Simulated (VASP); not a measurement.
InAs:

```
CELL_PARAMETERS angstrom
0.00000 3.01800 3.01800
3.01800 0.00000 3.01800
3.01800 3.01800 0.00000
ATOMIC_POSITIONS crystal
In 0.00000 0.00000 0.00000
As 0.75000 0.75000 0.75000
```

| Item | Value |
| --- | --- |
| Program | VASP 6.6.1 |
| Task | relaxation of cell and atoms |
| Functional | BLYP |
| Dispersion | D3(BJ) |
| Potentials or basis | VASP PAW PBE potentials, release 64 (In_d, As) |
| Cutoff | 600 eV |
| k mesh | 8 × 8 × 8 |
| Occupations | fermi-dirac, width 0.05 eV |
| Spin | no spin polarisation |

At the start: pressure 2.7 GPa; volume 27.49 Å³/atom.

Question: How do energy, volume and symmetry change on relaxing?

Answer: Over 3 steps the energy falls by 10.2 meV/atom and the volume is 28.76 Å³/atom (+4.6 %); space group F-43m (No. 216, to 0.05 Å).

The path:
| step | energy change (eV) | largest force (eV/Å) | pressure (GPa) | volume (Å³) |
| --- | --- | --- | --- | --- |
| 1 | 0.0000 | 0.0000 | 2.71 | 54.98 |
| 2 | -0.0163 | 0.0000 | -1.04 | 58.76 |
| 3 | -0.0204 | 0.0000 | 0.01 | 57.52 |

Final structure:
```xyz
2
Lattice="0.0000 3.0639 3.0639 3.0639 0.0000 3.0639 3.0639 3.0639 0.0000" Properties=species:S:1:pos:R:3 pbc="T T T"
In    0.0000    0.0000    0.0000
As    4.5958    4.5958    4.5958
```

Caveat: the PAW data sets were made with another functional, which shifts forces and pressure a little; pairwise dispersion overbinds metals, which lowers pressure and volume.
